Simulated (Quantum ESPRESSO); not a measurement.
Au under changes of volume

One of the cells (19.549 Å³/atom); the others are scaled copies at fixed shape and fractional positions:

```
Au
1.0
     2.81549    0.00000    0.00000
    -0.01296    2.82018    0.00000
    -1.13789   -1.18541    4.92401
Au
2
Direct
  0.67286 0.66596 0.27405
  0.32714 0.33404 0.72594
```

This isn't the form of Au at room conditions, which is fcc.

| Quantity | Value |
| --- | --- |
| Program | Quantum ESPRESSO 7.5 |
| Functional | LDA |
| Potentials or basis | GBRV 1.5 LDA |
| Cutoff | 612 eV |
| Density cutoff | 4898 eV |
| k mesh | 10 × 10 × 6 |
| Occupations | fermi-dirac, width 0.05 eV |
| Spin | no spin polarisation |

```csv
volume (Å³/atom),energy over the lowest point (meV/atom),pressure (GPa)
18.376,0.00,-4.8
18.767,15.07,-7.7
19.158,36.54,-10.1
19.549,63.46,-12.1
19.940,95.04,-13.9
20.331,130.56,-15.4
20.722,?,?
```

Question: What does the run at 20.722 Å³/atom give?

Answer: Energy over the lowest point 169.46 meV/atom; pressure -16.7 GPa.

Worked out: A Birch-Murnaghan fit of order 3 (a polynomial in V^(-2/3)) to the other rows has its minimum at 17.83 Å³/atom, just outside them, with B0 = V·E''(V) = 172 GPa and B' = 5.9 at fixed shape and positions, which overstates the stiffness. It gives 169.41 meV/atom at 20.722 Å³/atom, against the run's 169.46, and -dE/dV = -16.5 GPa, against -16.7.

Energies are extrapolated to zero smearing.
